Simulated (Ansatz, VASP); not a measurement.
**Hf in VASP and in Ansatz**

INCAR

```
SYSTEM = Hf
ALGO = Normal ; EDIFF = 1E-8
ENCUT = 520 ; GGA = PE
ISIF = 2 ; ISMEAR = -1
LASPH = .TRUE. ; LCHARG = .FALSE.
LEFG = .TRUE. ; LREAL = .FALSE.
LWAVE = .FALSE. ; NBANDS = 11
NELM = 80 ; PREC = Accurate
SIGMA = 0.08
```

Contents of KPOINTS:

```
k-points
0
G
  16 16 16
  0 0 0
```

The input POSCAR:

```
Hf
1.0
   -1.7916129179      1.7916129179      1.8320750000
    1.7916129179     -1.7916129179      1.8320750000
    1.7916129179      1.7916129179     -1.8320750000
Hf
1
Direct
    0.0000000000      0.0000000000      0.0000000000
```

Input for Ansatz:

```yaml
crystal:
  lattice:
    - [-1.7916129179, 1.7916129179, 1.832075]
    - [1.7916129179, -1.7916129179, 1.832075]
    - [1.7916129179, 1.7916129179, -1.832075]
  atoms:
    - { symbol: Hf, position: [0.0, 0.0, 0.0] }
kpoints:
  mp_grid: { grid: [16, 16, 16] }
scf:
  occupations: { method: fermi_dirac, width: 0.08 }
hamiltonian:
  xc: pbe
  pseudopotentials: { kind: all_electron, datasets: crystal }
output:
  forces: true
  stress: true
  eigenvalues: true
  efg: { contact_densities: true }
```

Change from the starting cell: z stretched by +1.5 % at fixed volume, crystal datasets.

Alike in both runs: task electric field gradients; functional PBE; k mesh 16 × 16 × 16; occupations fermi-dirac, width 0.08 eV; no spin polarisation.

```csv
,VASP,Ansatz
version,VASP 6.6.1,Ansatz 0.2.0
potentials or method,"VASP PAW PBE potentials, release 64 (Hf_pv)","all-electron PAW with datasets made for the crystal, scalar-relativistic"
plane-wave cutoff (eV),520,see its input
```

Ansatz gave:

| Property | Result |
| --- | --- |
| pressure (GPa) | -4.7 |
| largest component of the traceless stress (GPa) | 0.65 |
| Vzz of the field gradient on the site that differs most (V/Å²) | 1.8 |

Question: Which values does VASP return?

Answer: Pressure (GPa): -5.1; largest component of the traceless stress (GPa): 0.67; Vzz of the field gradient on the site that differs most (V/Å²): 1.2.

Ansatz ran all-electron here, so the differences hold the error of VASP's frozen core and of both bases. Ansatz warned: «gradients_without_spin_orbit».

Spin-orbit coupling is left out, which matters for the levels of Hf.
